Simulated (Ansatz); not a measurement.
The system is BaTiO3.

```
CELL_PARAMETERS angstrom
4.53388 -2.93796 -2.84449
-4.17915 -2.17324 2.57872
-4.67624 2.67138 -2.77803
ATOMIC_POSITIONS crystal
Ba 0.99294 0.49864 0.49912
Ba 0.99812 0.99664 0.00014
Ti 0.49527 0.25090 0.73929
Ti 0.49333 0.75158 0.24081
O 0.51082 0.50216 0.01063
O 0.51041 0.00231 0.50870
O 0.49548 0.49574 0.49913
O 0.49557 0.99266 0.99920
O 0.01119 0.00687 0.50887
O 0.00442 0.50250 0.00167
```

| Item | Value |
| --- | --- |
| Program | Ansatz 0.2.0 |
| Task | relaxation of cell and atoms |
| Functional | RPBE |
| Dispersion | D3(BJ) |
| Potentials or basis | Ansatz PAW |
| Cutoff | 420 eV (not typed: the program's choice for these potentials) |
| k mesh | 7 × 7 × 6 |
| Occupations | fermi-dirac, width 0.05 eV |
| Spin | no spin polarisation |

At the start: volume 12.63 Å³/atom.

**Question.** Where does the relaxation end?

**Answer.** It ends after 12 steps and the volume is 11.50 Å³/atom (-9.0 %); space group Pm-3m (No. 221, to 0.05 Å).

Step by step:
| step | energy change (eV) | largest force (eV/Å) | volume (Å³) |
| --- | --- | --- | --- |
| 1 | 0.0000 | 1.0400 | 126.34 |
| 2 | -2.0913 | 0.7105 | 121.90 |
| 3 | -3.4077 | 0.4153 | 117.97 |
| 4 | -3.9102 | 0.0474 | 114.99 |
| 5 | -3.9134 | 0.0055 | 114.69 |
| 6 | -3.9133 | 0.0002 | 114.73 |
| 7 | -3.9652 | 0.0002 | 114.73 |
| 8 | -3.9684 | 0.0032 | 114.99 |
| 9 | -3.9684 | 0.0002 | 114.99 |
| 10 | -3.9694 | 0.0002 | 114.99 |
| 11 | -3.9694 | 0.0001 | 115.00 |
| 12 | -3.9694 | 0.0001 | 115.00 |

Final structure:
```yaml
crystal:
  lattice:
    - [3.85996, -2.72858, -2.72950]
    - [-3.85875, -2.72984, 2.72992]
    - [-3.86066, 2.72815, -2.72894]
  atoms:
    - { symbol: Ba, position: [0.00076, 0.50000, 0.50076] }
    - { symbol: Ba, position: [0.00076, 0.00000, 0.00076] }
    - { symbol: Ti, position: [0.50076, 0.25000, 0.75075] }
    - { symbol: Ti, position: [0.50076, 0.75000, 0.25075] }
    - { symbol: O, position: [0.50075, 0.50000, 0.00075] }
    - { symbol: O, position: [0.50075, 0.00000, 0.50076] }
    - { symbol: O, position: [0.50076, 0.50000, 0.50076] }
    - { symbol: O, position: [0.50076, 0.00000, 0.00076] }
    - { symbol: O, position: [0.00076, 0.00000, 0.50076] }
    - { symbol: O, position: [0.00076, 0.50000, 0.00076] }
```

Caveat: the plane-wave basis is chosen anew once the cell has moved, so the energies of steps on either side of that aren't comparable; the pressure holds a Pulay correction of +0.5 GPa for the finite cutoff; the PAW data sets come from PBE, with cores solved anew for the run's functional, which leaves a small shift of forces and pressure.
